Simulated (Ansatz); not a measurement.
# Relaxation path: Be (simple hexagonal type)

DFT, PBE, PAW with Ansatz's default frozen-core files, scalar-relativistic (Ansatz 0.2.0); a Γ-centred 20×20×18 k mesh, Fermi–Dirac smearing of 0.05 eV, no spin polarisation. The run relaxes shape and atoms at held volume.

Command: `ansatz run input.yaml --threads 1 --pin off --max-ram 2048MiB --backend cpu --events-out ev --progress --plain --runs-dir out` It took 8.2 s on 1 thread of Arm Neoverse V1, with other jobs on the host, peak memory 0.29 GiB.

```yaml
crystal:
  lattice:
    - [1.9473626841, 0.0, 0.0]
    - [-0.973681342, 1.6864655548, 0.0]
    - [0.0, 0.0, 2.2377071778]
  atoms:
    - { symbol: Be, position: [0.0, 0.0, 0.0] }
kpoints:
  mp_grid: { grid: [20, 20, 18] }
scf:
  occupations: { method: fermi_dirac, width: 0.05 }
hamiltonian:
  xc: pbe
  pseudopotentials: { kind: paw }
output:
  forces: true
  stress: true
  write_density: true
  write_potential: true
  elf: true
  volumetric_format: npy
relax:
  f_tol: 0.005
  max_steps: 30
  cell: { stress_tol: 0.15, fix: [volume] }
```

Each step lists its free energy a cell above the last geometry, the pressure, the cell vectors (Å), and Cartesian positions (Å) with forces (eV/Å).

The first step:

```
step 1  dF = 55.04 meV  P = 41.3 GPa
  cell 1.9474 0.0000 0.0000  -0.9737 1.6865 0.0000  0.0000 0.0000 2.2377
  Be 0.0000 0.0000 0.0000   0.0000 0.0000 0.0000
```

The structure type is held throughout; the real material can change phase at far lower pressure.

The symmetry of the start is kept and no stability test is made, so the end need not be the stable phase.

Problem. Where does the relaxation end, and by which steps?

Solution. After 4 geometries, with conventional a, b, c = 2.000, 2.000, 2.121 Å, at 7.349 Å³/atom and 34.0 GPa in space group P6/mmm, with a shortest distance of 2.000 Å. The further steps:
```
step 2  dF = 3.33 meV  P = 35.4 GPa
  cell 1.9874 0.0000 0.0000  -0.9937 1.7211 0.0000  0.0000 0.0000 2.1485
  Be 0.0000 0.0000 0.0000   0.0000 0.0000 0.0000
step 3  dF = 0.12 meV  P = 33.7 GPa
  cell 2.0026 0.0000 0.0000  -1.0013 1.7343 0.0000  0.0000 0.0000 2.1159
  Be 0.0000 0.0000 0.0000   0.0000 0.0000 0.0000
step 4  dF = 0.00 meV  P = 34.0 GPa
  cell 2.0002 0.0000 0.0000  -1.0001 1.7322 0.0000  0.0000 0.0000 2.1210
  Be 0.0000 0.0000 0.0000   0.0000 0.0000 0.0000
step 5  dF = -0.01 meV  P = 34.0 GPa  (same geometry on a basis chosen anew; earlier energies don't compare to the last digit)
  cell 2.0002 0.0000 0.0000  -1.0001 1.7322 0.0000  0.0000 0.0000 2.1210
  Be 0.0000 0.0000 0.0000   0.0000 0.0000 0.0000
```
